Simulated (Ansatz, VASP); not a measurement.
CuAu: VASP beside Ansatz

```
CELL_PARAMETERS angstrom
2.87000 0.00000 0.00000
0.00000 2.87000 0.00000
0.00000 0.00000 3.48650
ATOMIC_POSITIONS crystal
Cu 0.50000 0.50000 0.50000
Au 0.00000 0.00000 0.00000
```

Change from the starting cell: strain +0.025 along x and y, -0.050 along z, atoms carried along.

Alike in both runs: task single point; functional PBE; k mesh 18 × 18 × 14; occupations gaussian, width 0.15 eV; no spin polarisation.

|  | VASP | Ansatz |
| --- | --- | --- |
| version | VASP 6.6.1 | Ansatz 0.2.0 |
| potentials or method | VASP PAW PBE potentials, release 64 (Cu, Au) | scalar-relativistic, plane waves, PAW |
| plane-wave cutoff (eV) | 520 | 420 |
| valence electrons in the cell | 22 | 38 |

Ansatz gave:

```
gap on the k mesh at the Fermi level (eV)       : none
pressure (GPa)                                  : 6.9
largest component of the traceless stress (GPa) : 0.51
```

Problem. Estimate VASP's values.

Solution. gap on the k mesh at the Fermi level (eV): none; pressure (GPa): 7.1; largest component of the traceless stress (GPa): 0.55.

A gap of «none» marks a metal or a gap that the smearing closes. With one functional, cell and mesh, what is left measures potentials, basis and numerics. The two sets of potentials don't hold the same shells in valence.

The runs have no spin-orbit coupling, so splittings on Au are missing.
